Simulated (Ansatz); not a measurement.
ZrC under changes of volume

One of the cells (13.228 Å³/atom); the others are scaled copies at fixed shape and fractional positions:

```
Zr C
1.0
     0.00000    2.36500    2.36500
     2.36500    0.00000    2.36500
     2.36500    2.36500    0.00000
Zr C
1 1
Direct
  0.50000 0.50000 0.50000
  0.00000 0.00000 0.00000
```

```yaml
Program: Ansatz 0.2.0
Functional: PBEsol
Potentials_or_basis: all-electron LAPW, scalar-relativistic
Cutoff: 254 eV (chosen from the basis error)
Basis_error_allowed: 0.001 eV/atom
k_mesh: 10 × 10 × 10
Occupations: fermi-dirac, width 0.05 eV
Spin: no spin polarisation
```

```tsv
volume (Å³/atom)	energy over the lowest point (meV/atom)	pressure (GPa)
12.434	5.04	5.7
12.699	0.00	0.5
12.963	?	?
13.228	13.67	-8.4
13.493	30.84	-12.3
13.757	53.96	-15.7
14.022	82.47	-18.8
```

Question: What does the run at 12.963 Å³/atom give?

Answer: Energy over the lowest point 3.15 meV/atom; pressure -4.2 GPa.

Worked out: A Birch-Murnaghan fit of order 3 (a polynomial in V^(-2/3)) to the other rows has its minimum at 12.72 Å³/atom with B0 = V·E''(V) = 236 GPa and B' = 4.1. It gives 3.14 meV/atom at 12.963 Å³/atom, against the run's 3.15, and -dE/dV = -4.2 GPa, against -4.2.

Energies are extrapolated to zero smearing.
